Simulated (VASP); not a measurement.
# AlN (Fm-3m) in VASP: a series of runs, part 2 of 3

VASP 6.6.1. Earlier steps stand in the parts before.

### Step 4. G0W0 quasiparticle levels, PBE

Contents of POSCAR:

```
AlN
1.0
    0.0000000000      2.0345180000      2.0345180000
    2.0345180000      0.0000000000      2.0345180000
    2.0345180000      2.0345180000      0.0000000000
Al N
1 1
Direct
    0.5000000000      0.5000000000      0.5000000000
    0.0000000000      0.0000000000      0.0000000000
```

Contents of INCAR.step1:

```
SYSTEM = AlN
PREC = Accurate ; ENCUT = 450
EDIFF = 1E-8 ; ISMEAR = 0
SIGMA = 0.01 ; LREAL = .False.
LASPH = .True. ; NELM = 60
ALGO = Fast ; LWAVE = .True.
LCHARG = .False. ; GGA = PE
```

Contents of INCAR.step2:

```
SYSTEM = AlN
PREC = Accurate ; ENCUT = 450
EDIFF = 1E-8 ; ISMEAR = 0
SIGMA = 0.01 ; LREAL = .False.
LASPH = .True. ; NELM = 1
ALGO = Exact ; LWAVE = .True.
LCHARG = .False. ; GGA = PE
NBANDS = 44 ; LOPTICS = .True.
ISTART = 1
```

Contents of INCAR.step3:

```
SYSTEM = AlN
PREC = Accurate ; ENCUT = 450
EDIFF = 1E-8 ; ISMEAR = 0
SIGMA = 0.01 ; LREAL = .False.
LASPH = .True. ; ALGO = EVGW0
LWAVE = .False. ; LCHARG = .False.
GGA = PE ; NELMGW = 1
NBANDS = 44 ; ENCUTGW = 200
NOMEGA = 48 ; PRECFOCK = Fast
ISTART = 1 ; NBANDSGW = 12
```

Contents of KPOINTS:

```
regular mesh
0
Gamma
  3 3 3
  0 0 0
```

Potentials or basis: VASP PAW PBE potentials, release 64 (Al_GW, N_GW).

On the command line:

```sh
cat potpaw_PBE.64/Al_GW/POTCAR potpaw_PBE.64/N_GW/POTCAR > POTCAR
cp INCAR.step1 INCAR
mpirun -np 1 vasp_std > vasp.out
cp INCAR.step2 INCAR
mpirun -np 1 vasp_std > vasp.out
cp INCAR.step3 INCAR
mpirun -np 1 vasp_std > vasp.out
```

OUTCAR:

```text
SYSTEM = AlN
   PREC = Accurate
   ENCUT = 450
   EDIFF = 1E-8
   ISMEAR = 0
   LREAL = .False.
   LASPH = .True.
   GGA = PE
   NELMGW = 1
   ENCUTGW = 200
   PRECFOCK = Fast
   ISTART = 1

 Found      4 irreducible k-points:

 Following reciprocal coordinates:
            Coordinates               Weight
  0.000000  0.000000  0.000000      1.000000
  0.333333  0.000000  0.000000      8.000000
  0.333333  0.333333  0.000000      6.000000
 -0.333333  0.333333  0.000000     12.000000
   k-points           NKPTS =      4   k-points in BZ     NKDIM =     27   number of bands    NBANDS=     44
   number of dos      NEDOS =    301   number of ions     NIONS =      2
   total plane-waves  NPLWV =   8000
   dimension x,y,z NGX =    20 NGY =   20 NGZ =   20
   dimension x,y,z NGXF=    40 NGYF=   40 NGZF=   40
   ions per type =               1   1
   NGX,Y,Z   is equivalent  to a cutoff of  11.56, 11.56, 11.56 a.u.
   NGXF,Y,Z  is equivalent  to a cutoff of  23.11, 23.11, 23.11 a.u.
 SYSTEM =  AlN
   PREC   = accura    normal or accurate (medium, high low for compatibility)
   ISTART =      1    job   : 0-new  1-cont  2-samecut
   ICHARG =      0    charge: 1-file 2-atom 10-const
   ISPIN  =      1    spin polarized calculation?
   LNONCOLLINEAR =      F non collinear calculations
   LSORBIT =      F    spin-orbit coupling
   LASPH  =      T    aspherical Exc in radial PAW
   ENCUT  =  450.0 eV  33.07 Ry    5.75 a.u.   4.98  4.98  4.98*2*pi/ulx,y,z
   NELM   =     60;   NELMIN=  2; NELMDL=  0     # of ELM steps
   EDIFF  = 0.1E-07   stopping-criterion for ELM
   LREAL  =      F    real-space projection
   EDIFFG = 0.1E-06   stopping-criterion for IOM
   NSW    =      0    number of steps for IOM
   IBRION =     -1    ionic relax: 0-MD 1-quasi-New 2-CG
   NFREE  =      0    steps in history (QN), initial steepest desc. (CG)
   ISIF   =      0    stress and relaxation
   ISYM   =      3    0-nonsym 1-usesym 2-fastsym
   POTIM  = 0.5000    time-step for ionic-motion
   TEBEG  =    0.0;   TEEND  =   0.0 temperature during run
   PSTRESS=    0.0 pullay stress
   NELECT =       8.0000    total number of electrons
   NUPDOWN=      -1.0000    fix difference up-down
   EMIN   =  10.00;   EMAX   =-10.00  energy-range for DOS
   EFERMI =   0.00;   METHOD = LEGACY
   ISMEAR =     0;   SIGMA  =   0.01  broadening in eV -4-tet -1-fermi 0-gaus
   EFERMI_NEDOS =   21; number of points for ismear=-14 and -15
   IALGO  =     38    algorithm
   IMIX   =      4    mixing-type and parameters
     AMIX     =   0.40;   BMIX     =  1.00
     AMIX_MAG =   1.60;   BMIX_MAG =  1.00
  volume/ion in A,a.u.               =       8.42        56.83
  Fermi-wavevector in a.u.,A,eV,Ry     =   1.277321  2.413786 22.198561  1.631548
  Thomas-Fermi vector in A             =   2.409927
   LORBIT       =      0    0 simple, 1 ext, 2 COOP (PROOUT), +10 PAW based schemes
   GGA     = PE    functional components
   LHFCALC =     T    Hartree Fock is set to
   PRECFOCK=fast      Normal, Fast or Accurate (Low or Medium for compatibility)
   ENCUT4O =  -1.0   cutoff for four orbital integrals eV
   NKREDX  =     1    reduce k-point grid by
   NKREDY  =     1    reduce k-point grid by
   NKREDZ  =     1    reduce k-point grid by
   AEXX    =    1.0000 exact exchange contribution
   HFSCREEN=    0.0000 screening length (either q_TF or 0.3 A-1)
   HFSCREENC=   0.0000 screening length for correlation (either q_TF or 0.3 A-1)
   ENCUTFOCK=  -1.0 apply spherical cutoff to Coloumb kernel
   IVDW    =     0    specifies the selected vdW correction
   LEPSILON=     F    determine dielectric tensor
   LRPA    =     F    only Hartree local field effects (RPA)
   LRPAFORCE           =     F    calculate RPA forces
   ENCUTGW             = 200.0    cutoff for response function in eV
   ENCUTGWSOFT         = 160.0    soft cutoff for Coulomb kernel in GW response function in eV
   ENCUTLF             =  -1.0    cutoff for local field effects
   NELMGW              =     1    number of iterations in solving QP/BSE equation
   NELMHF              =     1    number of iterations in the inner HF iteration
   NKREDLFX            =     1    NKREDLFY  =   1   NKREDLFZ  =   1
 non-spin polarized calculation
 Gauss-broadening in eV      SIGMA  =   0.01
  energy-cutoff  :      450.00
  volume of cell :       16.84
 maximum number of plane-waves:       375
  NGX = 12; NGY = 12; NGZ = 12
   NGX =  9   NGY =  9   NGZ =  9
 maximum number of plane-waves:       113

 QP shifts <psi_nk| G(iteration)W_0 |psi_nk>: iteration 1
 for sc-GW calculations column KS-energies equals QP-energies in previous step
 and V_xc(KS)=  KS-energies - (<T + V_ion + V_H > + <T+V_H+V_ion>^1  + <V_x>^1)

 k-point   1 :       0.0000    0.0000    0.0000
  band No.  KS-energies  QP-energies   sigma(KS)   V_xc(KS)     V^pw_x(r,r')   Z            occupation Imag(sigma)

      1      -8.8172     -10.2358     -16.5617     -14.5806     -24.7400       0.7160       2.0000       1.4080
      2       8.6417       8.1158     -17.9997     -17.3361     -21.4544       0.7926       2.0000       0.1290
      3       8.6417       8.1158     -17.9997     -17.3361     -21.4544       0.7926       2.0000       0.1290
      4       8.6417       8.1158     -17.9997     -17.3361     -21.4544       0.7926       2.0000       0.1290
      5      13.9874      15.0629     -13.2338     -14.5891      -8.4956       0.7935       0.0000      -0.1267
      6      20.5617      21.4127      -9.5546     -10.5979      -4.3058       0.8157       0.0000      -0.1609
      7      20.5617      21.4127      -9.5546     -10.5979      -4.3058       0.8157       0.0000      -0.1609
      8      20.5617      21.4127      -9.5546     -10.5979      -4.3058       0.8157       0.0000      -0.1609
      9      25.6576      25.9378      -9.0357      -9.4010      -2.4763       0.7670       0.0000      -0.5008
     10      26.0934      27.2400     -10.0423     -11.4784      -4.4140       0.7984       0.0000      -0.2438
     11      26.0934      27.2400     -10.0423     -11.4784      -4.4140       0.7984       0.0000      -0.2438
     12      26.9887      28.0496      -9.7745     -11.1255      -2.8392       0.7853       0.0000      -0.6167

 k-point   2 :       0.3333    0.0000    0.0000
  band No.  KS-energies  QP-energies   sigma(KS)   V_xc(KS)     V^pw_x(r,r')   Z            occupation Imag(sigma)

      1      -6.7794      -8.2161     -17.3142     -15.3478     -25.0140       0.7306       2.0000       1.2302
      2       2.4183       1.3983     -15.5418     -14.2132     -19.8467       0.7677       2.0000       0.2210
      3       7.8138       7.1893     -17.5863     -16.7996     -21.1358       0.7940       2.0000       0.1321
      4       7.8138       7.1893     -17.5863     -16.7996     -21.1358       0.7940       2.0000       0.1321
      5      14.9153      15.7703     -11.3856     -12.4413      -6.5533       0.8099       0.0000      -0.1310
      6      19.9451      20.9208      -9.7423     -10.9479      -4.4350       0.8093       0.0000      -0.1653
      7      19.9451      20.9208      -9.7423     -10.9479      -4.4350       0.8093       0.0000      -0.1653
      8      20.5266      21.9677     -13.6456     -15.5074      -7.9218       0.7741       0.0000      -0.2182
      9      24.7169      25.4736      -9.1077     -10.0992      -2.5506       0.7631       0.0000      -0.3999
     10      26.1280      27.0855      -9.9747     -11.1890      -3.7446       0.7885       0.0000      -0.3880
     11      26.1280      27.0855      -9.9747     -11.1890      -3.7446       0.7885       0.0000      -0.3880
     12      35.9566      37.3900     -10.5779     -12.4202      -3.1438       0.7781       0.0000      -1.0856

 k-point   3 :       0.3333    0.3333    0.0000
  band No.  KS-energies  QP-energies   sigma(KS)   V_xc(KS)     V^pw_x(r,r')   Z            occupation Imag(sigma)

      1      -6.1445      -7.6391     -17.5316     -15.6317     -25.1383       0.7867       2.0000       1.2009
      2       3.1982       2.2262     -16.1085     -14.8519     -20.3329       0.7735       2.0000       0.2019
      3       6.3899       5.5953     -16.7902     -15.7804     -20.4914       0.7868       2.0000       0.1421
      4       6.3899       5.5953     -16.7902     -15.7804     -20.4914       0.7868       2.0000       0.1421
      5      14.5362      15.4674     -10.4550     -11.5984      -5.7147       0.8144       0.0000      -0.1253
      6      14.7645      15.3587      -9.4172     -10.1370      -4.6570       0.8256       0.0000      -0.1247
      7      20.6610      22.0282     -13.3403     -15.1054      -7.5327       0.7746       0.0000      -0.2245
      8      24.3480      25.6011     -11.6737     -13.3184      -5.2756       0.7619       0.0000      -0.3474
      9      24.3480      25.6011     -11.6737     -13.3184      -5.2756       0.7619       0.0000      -0.3474
     10      29.3535      30.5899     -10.1072     -11.6555      -4.1244       0.7985       0.0000      -0.4029
     11      33.2533      34.2721      -8.8784     -10.1294      -1.8393       0.8144       0.0000      -0.9126
     12      33.2533      34.2721      -8.8784     -10.1294      -1.8393       0.8144       0.0000      -0.9126

 k-point   4 :      -0.3333    0.3333    0.0000
  band No.  KS-energies  QP-energies   sigma(KS)   V_xc(KS)     V^pw_x(r,r')   Z            occupation Imag(sigma)

      1      -4.8088      -6.1522     -18.3861     -16.6934     -26.0140       0.7936       2.0000       1.1199
      2       2.4746       1.4466     -15.0509     -13.7206     -19.1605       0.7728       2.0000       0.2060
      3       2.7783       1.7215     -15.1330     -13.7664     -19.2138       0.7734       2.0000       0.1971
      4       6.7059       5.9556     -16.9801     -16.0312     -20.6361       0.7907       2.0000       0.1391
      5      14.9498      15.7672      -9.9764     -10.9767      -5.1572       0.8171       0.0000      -0.1273
      6      18.9626      20.2787     -13.0746     -14.7418      -7.8571       0.7895       0.0000      -0.1692
      7      20.4573      21.7549     -13.1060     -14.7638      -7.5244       0.7828       0.0000      -0.2065
      8      21.9832      23.1921     -10.7341     -12.2465      -4.9831       0.7993       0.0000      -0.2383
      9      24.8370      25.7329     -10.2285     -11.3985      -3.7527       0.7658       0.0000      -0.3750
     10      28.3344      29.2059      -9.4582     -10.5322      -3.1688       0.8115       0.0000      -0.5234
     11      31.7419      32.7342      -9.4012     -10.6832      -2.2499       0.7741       0.0000      -0.7995
     12      35.0344      36.4397     -11.1356     -12.9358      -3.8165       0.7806       0.0000      -1.0283
```

Run time: 11 s. Hardware: 1 thread of Intel Xeon Platinum 8488C (Sapphire Rapids), shared host; peak memory 0.14 GiB.

The run converged, but some of its settings lie outside the range that counts as converged, so its numbers aren't taken as properties of the crystal.

Results:

```
Band gap on the k mesh, mean-field level : 5.35 eV, direct
Quasiparticle gap                        : 6.95 eV
Least direct quasiparticle gap           : 6.95 eV
```

Caveat: the k mesh is coarse (spacing up to 0.89 Å⁻¹), so the values aren't converged; bands, screening cutoff and mesh are small and nothing is extrapolated, so the quasiparticle values aren't converged.

### Step 5. G0W0 quasiparticle levels, PBE

POSCAR is that of step 4.

INCAR.step1 is that of step 4.

INCAR.step2: that of step 4 with these lines changed.

```diff
@@ -7,3 +7,3 @@
 LCHARG = .False. ; GGA = PE
-NBANDS = 44 ; LOPTICS = .True.
+NBANDS = 71 ; LOPTICS = .True.
 ISTART = 1
```

INCAR.step3: that of step 4 with these lines changed.

```diff
@@ -7,3 +7,3 @@
 GGA = PE ; NELMGW = 1
-NBANDS = 44 ; ENCUTGW = 200
+NBANDS = 71 ; ENCUTGW = 200
 NOMEGA = 48 ; PRECFOCK = Fast
```

KPOINTS is that of step 4.

Potentials or basis: VASP PAW PBE potentials, release 64 (Al_GW, N_GW).

On the command line:

```sh
cat potpaw_PBE.64/Al_GW/POTCAR potpaw_PBE.64/N_GW/POTCAR > POTCAR
cp INCAR.step1 INCAR
mpirun -np 1 vasp_std > vasp.out
cp INCAR.step2 INCAR
mpirun -np 1 vasp_std > vasp.out
cp INCAR.step3 INCAR
mpirun -np 1 vasp_std > vasp.out
```

OUTCAR:

```text
SYSTEM = AlN
   PREC = Accurate
   ENCUT = 450
   EDIFF = 1E-8
   ISMEAR = 0
   LREAL = .False.
   LASPH = .True.
   GGA = PE
   NELMGW = 1
   ENCUTGW = 200
   PRECFOCK = Fast
   ISTART = 1

 Found      4 irreducible k-points:

 Following reciprocal coordinates:
            Coordinates               Weight
[... 84 lines left out ...]
      1      -8.8172     -10.3557     -16.7278     -14.5806     -24.7400       0.7165       2.0000       1.3785
      2       8.6417       7.9322     -18.2319     -17.3361     -21.4544       0.7921       2.0000       0.1197
      3       8.6417       7.9322     -18.2319     -17.3361     -21.4544       0.7921       2.0000       0.1197
      4       8.6417       7.9322     -18.2319     -17.3361     -21.4544       0.7921       2.0000       0.1197
      5      13.9874      14.9211     -13.4122     -14.5891      -8.4956       0.7933       0.0000      -0.1255
      6      20.5617      21.2826      -9.7134     -10.5979      -4.3058       0.8151       0.0000      -0.1618
      7      20.5617      21.2826      -9.7134     -10.5979      -4.3058       0.8151       0.0000      -0.1618
      8      20.5617      21.2826      -9.7134     -10.5979      -4.3058       0.8151       0.0000      -0.1618
      9      25.6576      25.8210      -9.1878      -9.4010      -2.4763       0.7664       0.0000      -0.5014
     10      26.0934      27.0859     -10.2340     -11.4784      -4.4140       0.7976       0.0000      -0.2425
     11      26.0934      27.0859     -10.2340     -11.4784      -4.4140       0.7976       0.0000      -0.2425
     12      26.9887      27.9214      -9.9367     -11.1255      -2.8392       0.7846       0.0000      -0.6136
[... 36 lines left out ...]
      1      -4.8088      -6.3098     -18.5891     -16.6934     -26.0140       0.7918       2.0000       1.0845
      2       2.4746       1.3210     -15.2133     -13.7206     -19.1605       0.7728       2.0000       0.1963
      3       2.7783       1.5944     -15.2975     -13.7664     -19.2138       0.7732       2.0000       0.1867
      4       6.7059       5.7926     -17.1871     -16.0312     -20.6361       0.7901       2.0000       0.1292
      5      14.9498      15.6562     -10.1117     -10.9767      -5.1572       0.8166       0.0000      -0.1274
      6      18.9626      20.1143     -13.2820     -14.7418      -7.8571       0.7890       0.0000      -0.1677
      7      20.4573      21.5866     -13.3203     -14.7638      -7.5244       0.7823       0.0000      -0.2038
      8      21.9832      23.0534     -10.9064     -12.2465      -4.9831       0.7986       0.0000      -0.2362
      9      24.8370      25.6057     -10.3942     -11.3985      -3.7527       0.7654       0.0000      -0.3735
     10      28.3344      29.0586      -9.6387     -10.5322      -3.1688       0.8106       0.0000      -0.5223
     11      31.7419      32.5989      -9.5751     -10.6832      -2.2499       0.7734       0.0000      -0.7967
     12      35.0344      36.2519     -11.3742     -12.9358      -3.8165       0.7796       0.0000      -1.0210
```

OUTCAR.step1:

```text
SYSTEM = AlN
   PREC = Accurate
   ENCUT = 450
   EDIFF = 1E-8
   ISMEAR = 0
   LREAL = .False.
   LASPH = .True.
[... 151 lines left out ...]
      2.03452      2.03452      2.03452         0.000000      0.000000     -0.000000
      0.00000      0.00000      0.00000        -0.000000     -0.000000      0.000000
 -----------------------------------------------------------------------------------
    total drift:                                0.000000     -0.000000     -0.000000

  FREE ENERGIE OF THE ION-ELECTRON SYSTEM (eV)
  ---------------------------------------------------
  free  energy   TOTEN  =       -14.1775501413 eV

  energy  without entropy=      -14.1775501413  energy(sigma->0) =      -14.17755014
```

OUTCAR.step2:

```text
SYSTEM = AlN
   PREC = Accurate
   ENCUT = 450
   EDIFF = 1E-8
[... 518 lines left out ...]
  --------------------------------------------------------------------------------------------------------------
     0.00000     8.35310     8.35310     8.35310     0.00000     0.00000     0.00000
     1.86128     8.78560     8.78560     8.78560     0.00000     0.00000     0.00000
     3.72255    10.62212    10.62212    10.62212     0.00000     0.00000     0.00000
     5.58383     7.80238     7.80238     7.80238     0.00000     0.00000     0.00000
     7.44510     3.01305     3.01305     3.01305     0.00000     0.00000     0.00000
     9.30638   -11.46602   -11.46602   -11.46602    -0.00000    -0.00000    -0.00000
[... 92 lines left out ...]
   182.40507     0.97654     0.97654     0.97654    -0.00000    -0.00000    -0.00000
   184.26635     0.97704     0.97704     0.97704    -0.00000    -0.00000    -0.00000
```

Run time: 13 s. Hardware: 1 thread of Intel Xeon Platinum 8488C (Sapphire Rapids), shared host; peak memory 0.14 GiB.

These settings aren't checked as converged: the numbers below hold their error.

Results:

| Quantity | Value |
| --- | --- |
| Band gap on the k mesh, mean-field level | 5.35 eV, direct |
| Quasiparticle gap | 6.99 eV |
| Least direct quasiparticle gap | 6.99 eV |

Caveat: the k mesh is coarse (spacing up to 0.89 Å⁻¹), so the values aren't converged; bands, screening cutoff and mesh are small and nothing is extrapolated, so the quasiparticle values aren't converged.

(Continued in part 3 of 3.)
